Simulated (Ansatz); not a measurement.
Input deck for Ansatz 0.2.0, then the block of the output on the nuclei.

The start is a structure deposited in the COD.

```yaml
crystal:
  lattice:
    - [4.515, 0.0, 0.0]
    - [0.0, 5.497, 0.0]
    - [0.0, 0.0, 4.939]
  atoms:
    - { symbol: Ti, position: [0.0, 0.171, 0.25] }
    - { symbol: Ti, position: [0.5, 0.329, 0.75] }
    - { symbol: Ti, position: [0.0, 0.829, 0.75] }
    - { symbol: Ti, position: [0.5, 0.671, 0.25] }
    - { symbol: O, position: [0.286, 0.376, 0.412] }
    - { symbol: O, position: [0.214, 0.124, 0.912] }
    - { symbol: O, position: [0.786, 0.124, 0.588] }
    - { symbol: O, position: [0.714, 0.376, 0.088] }
    - { symbol: O, position: [0.714, 0.624, 0.588] }
    - { symbol: O, position: [0.786, 0.876, 0.088] }
    - { symbol: O, position: [0.214, 0.876, 0.412] }
    - { symbol: O, position: [0.286, 0.624, 0.912] }
kpoints:
  mp_grid: { grid: [5, 4, 4] }
scf:
  occupations: { method: fermi_dirac, width: 0.02 }
hamiltonian:
  xc: pbe
  pseudopotentials: { kind: paw, frozen_core: stored }
output:
  forces: true
  stress: true
  populations: true
  efg: { quadrupole_moments_barn: { Ti: 0.247, O: -0.02558 } }
relax:
  f_tol: 0.02
  max_steps: 60
```

```sh
ansatz run input.yaml --threads 1 --pin off --max-ram 3072MiB --backend cpu --events-out ev --progress --plain --runs-dir out
```

The run relaxes the ions first, and the block belongs to the relaxed positions.

Of the output, the block on the nuclei alone is shown; the set-up, the SCF iterations, energies, forces and stress are cut. One atom of each set with nearly equal values is shown.

```
--- PAW observables at the nuclei: V_zz in 10²¹ V/m², potentials from the cell's mean, atoms counted from 1 ---
  atom   1  Ti V_zz =    +2.730448   η = 0.6862   by run symmetry: allowed   C_q = +16.3074 MHz
            electrostatic potential = -2527.499654 V   contact ρ = none
  atom   5  O  V_zz =    -2.818437   η = 0.4979   by run symmetry: allowed   C_q = +1.7433 MHz
            electrostatic potential = -625.112709 V   contact ρ = none
```

The relaxation (5 steps) took 42 s of wall time (42 s of CPU time) and 0.54 GiB at its peak, on 1 thread of Intel Xeon Platinum 8259CL CPU @ 2.50GHz (Skylake/Cascade Lake) (x86_64; 16 cores open to the job, memory cap 3.0 GiB, no GPU), a shared host with a load of 0.3 a core.

At this cell the PBE pressure is 5 GPa, so with PBE the cell would grow if it were relaxed.
